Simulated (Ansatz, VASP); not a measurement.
# Two plane-wave programs on C3N4

```xyz
7
Lattice="3.4568 0.0000 0.0000 0.0000 3.4568 0.0000 0.0000 0.0000 3.4568" Properties=species:S:1:pos:R:3 pbc="T T T"
C     0.0000    0.0000    1.7284
C     1.7284    0.0000    0.0000
C     0.0000    1.7284    0.0000
N     0.8493    0.8493    2.6075
N     2.6075    2.6075    2.6075
N     0.8493    2.6075    0.8493
N     2.6075    0.8493    0.8493
```

The cell comes from a database or a generator and needn't be the stable form of this composition.

Alike in both runs: task single point; functional PBEsol; k mesh 5 × 5 × 5; no spin polarisation.

|  | VASP | Ansatz |
| --- | --- | --- |
| version | VASP 6.6.1 | Ansatz 0.2.0 |
| potentials or method | VASP PAW PBE potentials, release 64 (C, N) | plane waves, PAW |
| plane-wave cutoff (eV) | 520 | 463 |
| occupations | gaussian, width 0.01 eV | fixed |
| valence electrons in the cell | 32 | 32 |

|  | VASP | Ansatz | Ansatz less VASP |
| --- | --- | --- | --- |
| gap on the k mesh at the Fermi level (eV) | 2.37 | 2.39 | +0.018 |

Caveats: an odd mesh through Γ misses points on the zone boundary, where band edges often lie.
